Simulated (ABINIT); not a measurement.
Crystal: CoO.

```
Co O
1.0
    -1.50800    1.50800    2.10725
     1.50800   -1.50800    2.10725
     1.50800    1.50800   -2.10725
Co O
1 1
Cartesian
  0.0000 0.0000 0.0000
  0.0000 0.0000 2.1072
```

Base run:

| Property | Result |
| --- | --- |
| Program | ABINIT 10.8.3 (patched build) |
| Functional | revPBE |
| Potentials or basis | JTH PAW PBE v2.0 |
| Cutoff | 844 eV |
| k mesh | 10 × 10 × 10 |
| Occupations | fermi-dirac, width 0.05 eV |
| Spin | collinear spin, ferromagnetic start |
| Starting moments | [2.0, 0.0] μB |

Its results: band gap on the k mesh none (metal or under the smearing width); pressure 3.5 GPa; net moment 2.93 μB per cell; site moments Co +2.58; O +0.28 μB.

The run is repeated on the same cell with these changes: functional from revPBE to WC. What comes out?

Band gap on the k mesh none (metal or under the smearing width); pressure -9.4 GPa; net moment 2.90 μB per cell; site moments Co +2.54; O +0.28 μB.

WC binds more tightly than revPBE, so the same cell stands under less pressure.

Caveats: the PAW data sets were made with another functional, which shifts forces and pressure a little; a cell with one magnetic atom can't hold antiferromagnetic order, which such compounds often take; semilocal functionals often make such compounds metallic where correlation or magnetic order opens a gap, which also shifts bond lengths.
